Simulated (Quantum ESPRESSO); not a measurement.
Input of a Quantum ESPRESSO 7.5 run:

File pw.in:

```
&CONTROL
  calculation = 'scf'
  prefix = 'pwscf'
  outdir = './tmp'
  pseudo_dir = './pseudo'
  tprnfor = .true.
  tstress = .true.
  disk_io = 'nowf'
/
&SYSTEM
  ibrav = 0
  nat = 3
  ntyp = 2
  ecutwfc = 45
  ecutrho = 360
  nbnd = 22
  occupations = 'smearing'
  smearing = 'fd'
  degauss = 0.00367493
/
&ELECTRONS
  conv_thr = 6d-10
  electron_maxstep = 120
  mixing_beta = 0.5
/
ATOMIC_SPECIES
Ti    47.8670 ti_pbesol_v1.4.uspp.F.UPF
O     15.9990 o_pbesol_v1.2.uspp.F.UPF
CELL_PARAMETERS angstrom
   2.9194000000    0.0000000000    0.0000000000
  -1.4597000000    2.5282745638    0.0000000000
   0.0000000000    0.0000000000    4.7130000000
ATOMIC_POSITIONS crystal
Ti     0.3333333333    0.6666666667    0.7212600000
Ti     0.6666666667    0.3333333333    0.2787400000
O      0.0000000000    0.0000000000    0.0000000000
K_POINTS automatic
10 10 6 0 0 0
```

Potentials or basis: GBRV 1.5 PBEsol.

Launch:

```console
$ OMP_NUM_THREADS=1 mpirun -n 2 pw.x -nk 2 -in pw.in > pw.out
```

Task: Estimate the pressure.

Result: 4.6 GPa.

Task: What does it give for the largest force?

Result: 1.306 eV/Å.

Task: Predict the band gap on the k mesh.

Result: None (metal or under the smearing width).

Stress tensor (GPa, compression positive):
```
2.95 0.00 0.00
0.00 2.95 0.00
0.00 0.00 7.95
```

Caveat: semilocal functionals often make such compounds metallic where correlation or magnetic order opens a gap, which also shifts bond lengths; forces of over 1 eV/Å show positions far from the minimum, so gaps and moduli don't describe the material at rest.
